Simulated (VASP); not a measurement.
# K2S (Fm-3m) in VASP: a series of runs, part 2 of 2

VASP 6.6.1. Earlier steps stand in the parts before.

## 5. Relaxation of cell and atoms, PBEsol

Contents of INCAR:

```
ALGO = Normal ; EDIFF = 1E-7
EDIFFG = -0.005 ; ENCUT = 580
GGA = PS ; IBRION = 2
ISIF = 3 ; ISMEAR = 0
LASPH = True ; LCHARG = False
LREAL = False ; LWAVE = False
NELM = 60 ; NSW = 90
PREC = Accurate ; SIGMA = 0.02
```

Contents of KPOINTS:

```
k-points
0
Gamma
  6 6 6
```

Contents of POSCAR:

```
K2S
1.0
    0.0000000000      3.7069394600      3.7069394600
    3.7069394600      0.0000000000      3.7069394600
    3.7069394600      3.7069394600      0.0000000000
K S
2 1
Direct
    0.7500000000      0.7500000000      0.7500000000
    0.2500000000      0.2500000000      0.2500000000
    0.0000000000      0.0000000000      0.0000000000
```

Potentials or basis: VASP PAW PBE potentials, release 64 (K_pv, S).

Command:

```console
cat potpaw_PBE.64/K_pv/POTCAR potpaw_PBE.64/S/POTCAR > POTCAR
mpirun -np 1 vasp_std > vasp.out
```

OUTCAR:

```text
EDIFF = 1E-7
   EDIFFG = -0.005
   ENCUT = 580
   GGA = PS
   IBRION = 2
   ISIF = 3
   ISMEAR = 0
   LASPH = True
   LREAL = False
   NELM = 60
   NSW = 90
   PREC = Accurate

 ion  position               nearest neighbor table
   1  0.750  0.750  0.750-   3 3.21   3 3.21   3 3.21   3 3.21   2 3.71   2 3.71   2 3.71   2 3.71
                             2 3.71   2 3.71
   2  0.250  0.250  0.250-   3 3.21   3 3.21   3 3.21   3 3.21   1 3.71   1 3.71   1 3.71   1 3.71
                             1 3.71   1 3.71
   3  0.000  0.000  0.000-   1 3.21   1 3.21   1 3.21   1 3.21   2 3.21   2 3.21   2 3.21   2 3.21

  LATTYP: Found a face centered cubic cell.
 ALAT       =     7.4138789200

  Lattice vectors:

 A1 = (   0.0000000000,   3.7069394600,   3.7069394600)
 A2 = (   3.7069394600,   0.0000000000,   3.7069394600)
 A3 = (   3.7069394600,   3.7069394600,   0.0000000000)

Analysis of symmetry for initial positions (statically):
=====================================================================
 Subroutine PRICEL returns:
 Original cell was already a primitive cell.

 Routine SETGRP: Setting up the symmetry group for a
 face centered cubic supercell.

 Subroutine GETGRP returns: Found 48 space group operations
 (whereof 48 operations were pure point group operations)
 out of a pool of 48 trial point group operations.

The static configuration has the point symmetry O_h .

Analysis of symmetry for dynamics (positions and initial velocities):
=====================================================================
 Subroutine PRICEL returns:
 Original cell was already a primitive cell.

 Routine SETGRP: Setting up the symmetry group for a
 face centered cubic supercell.

 Subroutine GETGRP returns: Found 48 space group operations
 (whereof 48 operations were pure point group operations)
 out of a pool of 48 trial point group operations.

The dynamic configuration has the point symmetry O_h .

 Subroutine INISYM returns: Found 48 space group operations
 (whereof 48 operations are pure point group operations),
 and found     1 'primitive' translations

----------------------------------------------------------------------------------------

                                     Primitive cell

  volume of cell :     101.8771

  direct lattice vectors                    reciprocal lattice vectors
     0.000000000  3.706939460  3.706939460    -0.134882160  0.134882160  0.134882160
     3.706939460  0.000000000  3.706939460     0.134882160 -0.134882160  0.134882160
     3.706939460  3.706939460  0.000000000     0.134882160  0.134882160 -0.134882160

  length of vectors
     5.242404059  5.242404059  5.242404059     0.233622754  0.233622754  0.233622754

  position of ions in fractional coordinates (direct lattice)
     0.750000000  0.750000000  0.750000000
     0.250000000  0.250000000  0.250000000
     0.000000000  0.000000000  0.000000000

  ion indices of the primitive-cell ions
   primitive index   ion index
                 1           1
                 2           2
                 3           3

----------------------------------------------------------------------------------------

 KPOINTS: k-points

Automatic generation of k-mesh.
 Grid dimensions read from file:
 generate k-points for:    6    6    6

 Generating k-lattice:

  Cartesian coordinates                     Fractional coordinates (reciprocal lattice)
    -0.022480360  0.022480360  0.022480360     0.166666667  0.000000000  0.000000000
     0.022480360 -0.022480360  0.022480360     0.000000000  0.166666667  0.000000000
     0.022480360  0.022480360 -0.022480360     0.000000000  0.000000000  0.166666667

  Length of vectors
     0.038937126  0.038937126  0.038937126

  Shift w.r.t. Gamma in fractional coordinates (k-lattice)
     0.000000000  0.000000000  0.000000000

 Subroutine IBZKPT returns following result:
 ===========================================

 Found     16 irreducible k-points:

 Following reciprocal coordinates:
            Coordinates               Weight
  0.000000  0.000000  0.000000      1.000000
  0.166667  0.000000  0.000000      8.000000
  0.333333  0.000000  0.000000      8.000000
  0.500000  0.000000  0.000000      4.000000
  0.166667  0.166667  0.000000      6.000000
  0.333333  0.166667  0.000000     24.000000
[... 8 lines left out ...]
 -0.333333  0.333333  0.166667     24.000000
 -0.333333  0.500000  0.166667     12.000000
   k-points           NKPTS =     16   k-points in BZ     NKDIM =     16   number of bands    NBANDS=     14
   number of dos      NEDOS =    301   number of ions     NIONS =      3
   total plane-waves  NPLWV =  74088
   dimension x,y,z NGX =    42 NGY =   42 NGZ =   42
   dimension x,y,z NGXF=    84 NGYF=   84 NGZF=   84
   ions per type =               2   1
   NGX,Y,Z   is equivalent  to a cutoff of  13.32, 13.32, 13.32 a.u.
   NGXF,Y,Z  is equivalent  to a cutoff of  26.64, 26.64, 26.64 a.u.
 SYSTEM =  unknown system
   PREC   = accura    normal or accurate (medium, high low for compatibility)
   ISTART =      0    job   : 0-new  1-cont  2-samecut
   ICHARG =      2    charge: 1-file 2-atom 10-const
   ISPIN  =      1    spin polarized calculation?
   LNONCOLLINEAR =      F non collinear calculations
   LSORBIT =      F    spin-orbit coupling
   LASPH  =      T    aspherical Exc in radial PAW
   ENCUT  =  580.0 eV  42.63 Ry    6.53 a.u.  10.29 10.29 10.29*2*pi/ulx,y,z
   NELM   =     60;   NELMIN=  2; NELMDL= -5     # of ELM steps
   EDIFF  = 0.1E-06   stopping-criterion for ELM
   LREAL  =      F    real-space projection
   EDIFFG = -.5E-02   stopping-criterion for IOM
   NSW    =     90    number of steps for IOM
   IBRION =      2    ionic relax: 0-MD 1-quasi-New 2-CG
   NFREE  =      1    steps in history (QN), initial steepest desc. (CG)
   ISIF   =      3    stress and relaxation
   ISYM   =      2    0-nonsym 1-usesym 2-fastsym
   POTIM  = 0.5000    time-step for ionic-motion
   TEBEG  =    0.0;   TEEND  =   0.0 temperature during run
   PSTRESS=    0.0 pullay stress
   NELECT =      20.0000    total number of electrons
   NUPDOWN=      -1.0000    fix difference up-down
   EMIN   =  10.00;   EMAX   =-10.00  energy-range for DOS
   EFERMI =   0.00;   METHOD = LEGACY
   ISMEAR =     0;   SIGMA  =   0.02  broadening in eV -4-tet -1-fermi 0-gaus
   EFERMI_NEDOS =   21; number of points for ismear=-14 and -15
   IALGO  =     38    algorithm
   IMIX   =      4    mixing-type and parameters
     AMIX     =   0.40;   BMIX     =  1.00
     AMIX_MAG =   1.60;   BMIX_MAG =  1.00
  volume/ion in A,a.u.               =      33.96       229.17
  Fermi-wavevector in a.u.,A,eV,Ry     =   0.951465  1.798008 12.317151  0.905285
  Thomas-Fermi vector in A             =   2.079937
   LORBIT       =      0    0 simple, 1 ext, 2 COOP (PROOUT), +10 PAW based schemes
   GGA     = PS    functional components
   LHFCALC =     F    Hartree Fock is set to
   AEXX    =    0.0000 exact exchange contribution
   IVDW    =     0    specifies the selected vdW correction
   LEPSILON=     F    determine dielectric tensor
   LRPA    =     F    only Hartree local field effects (RPA)
 conjugate gradient relaxation of ions
 non-spin polarized calculation
 Gauss-broadening in eV      SIGMA  =   0.02
  energy-cutoff  :      580.00
  volume of cell :      101.88
 maximum number of plane-waves:      3250
 NGX is ok and might be reduce to    42
   NGX = 21   NGY = 21   NGZ = 21

--------------------------------------- Ionic step        1  -------------------------------------------

 number of electron      20.0000003 magnetization

 Free energy of the ion-electron system (eV)
  ---------------------------------------------------
  ext. energy  EPLUGINS =         0.00000000
  ---------------------------------------------------
  free energy    TOTEN  =        -9.76770424 eV

  energy without entropy =       -9.76770424  energy(sigma->0) =       -9.76770424

------------------------ aborting loop because EDIFF is reached ----------------------------------------

  FORCE on cell =-STRESS in cart. coord.  units (eV):
  Direction    XX          YY          ZZ          XY          YZ          ZX
  --------------------------------------------------------------------------------------
  -------------------------------------------------------------------------------------
  Total       -0.1409361     -0.1409361     -0.1409361      0.0000000     -0.0000000      0.0000000
  in kB       -2.2164426     -2.2164426     -2.2164426      0.0000000     -0.0000000      0.0000000
  external PRESSURE =      -2.2164426 kB  Pullay stress =       0.0000000 kB
[... 133 lines left out ...]
  energy  without entropy=       -9.7683832362  energy(sigma->0) =       -9.76838324

--------------------------------------- Ionic step        5  -------------------------------------------

 number of electron      20.0000001 magnetization

 Free energy of the ion-electron system (eV)
  ---------------------------------------------------
  ext. energy  EPLUGINS =         0.00000000
  ---------------------------------------------------
  free energy    TOTEN  =        -9.76850004 eV

  energy without entropy =       -9.76850004  energy(sigma->0) =       -9.76850004

 E-fermi :  -1.8891     XC(G=0):  -7.4835

 val. band max:       -1.9897476959   @ k =   0.5000   0.5000   0.0000
 cond. band min:       0.2973078172   @ k =   0.0000   0.0000   0.0000
 fundamental gap:      2.2870555131
 Fermi energy:        -1.8890662594

 k-point     1 :       0.0000    0.0000    0.0000
  band No.  band energies     occupation
      1     -14.6440      2.00000
      2     -14.6440      2.00000
      3     -14.6440      2.00000
      4     -14.3942      2.00000
      5     -14.3942      2.00000
      6     -14.3942      2.00000
      7     -11.6000      2.00000
      8      -2.1907      2.00000
      9      -2.1907      2.00000
     10      -2.1907      2.00000
     11       0.2973      0.00000
     12       3.4250      0.00000
     13       3.4250      0.00000
     14       5.5194      0.00000
[... 283 lines left out ...]
  FREE ENERGIE OF THE ION-ELECTRON SYSTEM (eV)
  ---------------------------------------------------
  free  energy   TOTEN  =        -9.7685000418 eV

  energy  without entropy=       -9.7685000418  energy(sigma->0) =       -9.76850004

 reached required accuracy - stopping structural energy minimisation
```

OSZICAR:

```text
N       E                     dE             d eps       ncg     rms          rms(c)
DAV:   1     0.883960520435E+02    0.88396E+02   -0.90094E+03   448   0.130E+03
DAV:   2    -0.524679146567E+01   -0.93643E+02   -0.90576E+02   556   0.255E+02
DAV:   3    -0.110374468216E+02   -0.57907E+01   -0.57836E+01   526   0.430E+01
[... 44 lines left out ...]
DAV:   3    -0.976854503165E+01    0.32344E-03   -0.57830E-04   460   0.189E-01    0.496E-02
DAV:   4    -0.976850589623E+01    0.39135E-04   -0.57651E-05   550   0.716E-02    0.270E-02
DAV:   5    -0.976850060979E+01    0.52864E-05   -0.71072E-06   472   0.187E-02    0.728E-03
DAV:   6    -0.976850006556E+01    0.54423E-06   -0.49824E-07   502   0.505E-03    0.236E-03
DAV:   7    -0.976850004177E+01    0.23787E-07   -0.24679E-08   332   0.100E-03
   5 F= -.97685000E+01 E0= -.97685000E+01  d E =-.795799E-03
```

Run time: 2.1 min. Hardware: 1 thread of Intel Xeon Platinum 8488C (Sapphire Rapids), shared host; peak memory 0.27 GiB.

Results:

```
Free energy                            : -9.7685 eV
Relaxed volume                         : 33.59 Å³/atom
Relaxed cell                           : a = 5.223 Å, b = 5.223 Å, c = 5.223 Å, α = 60.00°, β = 60.00°, γ = 60.00°
Space group after relaxing (to 0.05 Å) : Fm-3m (No. 225)
Energy gained by relaxing              : 0.3 meV/atom
Ionic steps                            : 5
Pressure after relaxing                : 0.0 GPa
Band gap on the k mesh                 : 2.29 eV, indirect (least direct gap 2.49 eV)
```

Step by step:
```tsv
step	energy change (eV)	largest force (eV/Å)	pressure (GPa)	volume (Å³)
1	0.0000	0.0000	-0.22	101.88
2	-0.0007	0.0000	-0.08	101.19
3	-0.0008	0.0000	-0.03	100.89
4	-0.0007	0.0000	0.11	100.30
5	-0.0008	0.0000	-0.01	100.76
```

Final structure:
```cif
data_structure
_symmetry_space_group_name_H-M 'P 1'
_symmetry_Int_Tables_number 1
_cell_length_a 5.2233
_cell_length_b 5.2233
_cell_length_c 5.2233
_cell_angle_alpha 60.000
_cell_angle_beta 60.000
_cell_angle_gamma 60.000
_cell_volume 100.76
loop_
_atom_site_label
_atom_site_type_symbol
_atom_site_fract_x
_atom_site_fract_y
_atom_site_fract_z
_atom_site_occupancy
K1 K 0.75000 0.75000 0.75000 1
K2 K 0.25000 0.25000 0.25000 1
S1 S 0.00000 0.00000 0.00000 1
```

Caveat: the PAW data sets were made with another functional, which shifts forces and pressure a little. A k mesh can miss the band edges.

## 6. Relaxation of cell and atoms, RPBE

Contents of INCAR:

```
ALGO = Normal ; EDIFF = 1E-7
EDIFFG = -0.005 ; ENCUT = 600
GGA = RP ; IBRION = 2
ISIF = 3 ; ISMEAR = 0
LASPH = True ; LCHARG = False
LREAL = False ; LWAVE = False
NELM = 60 ; NSW = 90
PREC = Accurate ; SIGMA = 0.02
```

KPOINTS is that of step 5.

POSCAR is that of step 5.

Potentials or basis: VASP PAW PBE potentials, release 64 (K_sv, S).

Command:

```console
cat potpaw_PBE.64/K_sv/POTCAR potpaw_PBE.64/S/POTCAR > POTCAR
mpirun -np 1 vasp_std > vasp.out
```

Wall time 2.9 min (1 thread of Intel Xeon Platinum 8488C (Sapphire Rapids), shared host); peak memory 0.28 GiB.

It converged, with:

```
Free energy                            : -8.8530 eV
Relaxed volume                         : 37.01 Å³/atom
Relaxed cell                           : a = 5.395 Å, b = 5.395 Å, c = 5.395 Å, α = 60.00°, β = 60.00°, γ = 60.00°
Space group after relaxing (to 0.05 Å) : Fm-3m (No. 225)
Energy gained by relaxing              : 14.4 meV/atom
Ionic steps                            : 4
Pressure after relaxing                : 0.0 GPa
Band gap on the k mesh                 : 2.40 eV, indirect (least direct gap 2.52 eV)
```

The path:
```tsv
step	energy change (eV)	largest force (eV/Å)	pressure (GPa)	volume (Å³)
1	0.0000	0.0000	1.63	101.88
2	-0.0358	0.0000	0.62	107.07
3	-0.0430	0.0000	-0.08	111.53
4	-0.0431	0.0000	0.00	111.02
```

Final structure:
```
CELL_PARAMETERS angstrom
0.00000 3.81466 3.81466
3.81466 0.00000 3.81466
3.81466 3.81466 0.00000
ATOMIC_POSITIONS crystal
K 0.75000 0.75000 0.75000
K 0.25000 0.25000 0.25000
S 0.00000 0.00000 0.00000
```

Levels at points of the mesh, in eV from the valence-band top:
| k point | band 9 | band 10 | band 11 | band 12 | band 13 | band 14 | band 15 | band 16 |
| --- | --- | --- | --- | --- | --- | --- | --- | --- |
| (0.00, 0.00, 0.00) | -9.54 | -0.12 | -0.12 | -0.12 | 2.40 | 5.54 | 5.54 | 7.28 |
| (0.50, 0.00, 0.00) | -9.41 | -0.53 | -0.03 | -0.03 | 4.75 | 4.81 | 5.80 | 5.80 |
| (0.50, 0.50, 0.00) | -9.37 | -0.63 | 0.00 | 0.00 | 3.69 | 5.26 | 6.30 | 6.61 |

Caveat: the PAW data sets were made with another functional, which shifts forces and pressure a little. A k mesh can miss the band edges.

## 7. Summary

```csv
task,level,potentials or basis,cell,k mesh,cutoff (eV),mesh quality,gap on the mesh (eV),pressure (GPa),relaxed volume (Å³/atom)
relaxation of cell and atoms,PBEsol,"VASP PAW PBE potentials, release 64 (K_sv, S)",relaxed,6 × 6 × 6,300,not flagged,2.36,0.0,32.77
relaxation of cell and atoms,PBEsol,"VASP PAW PBE potentials, release 64 (K_sv, S)",relaxed,2 × 2 × 2,600,coarse,2.30,0.0,33.19
single point,PBEsol,"VASP PAW PBE potentials, release 64 (K_sv, S)",as given,6 × 6 × 6,520,not flagged,2.27,-0.5,-
relaxation of cell and atoms,PBEsol,"VASP PAW PBE potentials, release 64 (K_pv, S)",relaxed,6 × 6 × 6,580,not flagged,2.29,0.0,33.59
relaxation of cell and atoms,RPBE,"VASP PAW PBE potentials, release 64 (K_sv, S)",relaxed,6 × 6 × 6,600,not flagged,2.40,0.0,37.01
```

Alike in all rows: no spin polarisation; smearing gaussian 0.02 eV.

Caveats: some runs use coarse meshes; the PAW data sets were made with another functional, which shifts forces and pressure a little; the cutoff is under 1.25 times the usual one of these potentials, so pressure, stress and relaxed cells hold a basis-set (Pulay) error (some runs).

Total energies depend on the potentials used, so only differences within one code and one set of settings carry meaning.
